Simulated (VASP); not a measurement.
Wanted: the native input for a VASP 6.6.1 run.

| Item | Value |
| --- | --- |
| Task | dielectric tensor |
| Functional | PBEsol |
| Potentials or basis | VASP PAW PBE potentials, release 64 (B, N) |
| Cutoff | 600 eV |
| k mesh | 22 × 22 × 22 |
| Occupations | gaussian, width 0.03 eV |
| Spin | no spin polarisation |
| Monkhorst-Pack mesh | yes |
| Further INCAR settings | ALGO = Normal; EDIFF = 1e-08 |

The structure of BN (Qingsongite) lies in POSCAR:

```
BN                                      
1.0
    0.0000000000      1.8033209052      1.8033209052
    1.8033209052      0.0000000000      1.8033209052
    1.8033209052      1.8033209052      0.0000000000
  B               N             
     1     1
Direct
     0.0000000000000000    0.0000000000000000    0.0000000000000000
     0.2500000000000000    0.2500000000000000    0.2500000000000000
```

These files were run (other wordings do the same):

INCAR

```
SYSTEM = BN
  PREC = Accurate
  ENCUT = 600
  EDIFF = 1E-8
  ISMEAR = 0
  SIGMA = 0.03
  LREAL = .False.
  LASPH = .True.
  NELM = 80
  ALGO = Normal
  ISIF = 2
  LWAVE = .False.
  LCHARG = .False.
  GGA = PS
  LEPSILON = .True.
```

KPOINTS

```
regular mesh
0
Monkhorst
  22 22 22
  0 0 0
```

Potentials or basis: VASP PAW PBE potentials, release 64 (B, N).

Run with:

```console
$ cat potpaw_PBE.64/B/POTCAR potpaw_PBE.64/N/POTCAR > POTCAR
$ mpirun -np 1 vasp_std > vasp.out
```

Results of the run:

| Item | Value |
| --- | --- |
| Electronic dielectric tensor (diagonal) | 4.63 |
| Born charges (mean of the diagonal) | B +1.90; N -1.90 e |

Run time: 27 min on 1 thread of Intel(R) Xeon(R) Platinum 8259CL CPU @ 2.50GHz (Skylake/Cascade Lake), with other jobs on the host, peak memory 1.5 GiB.
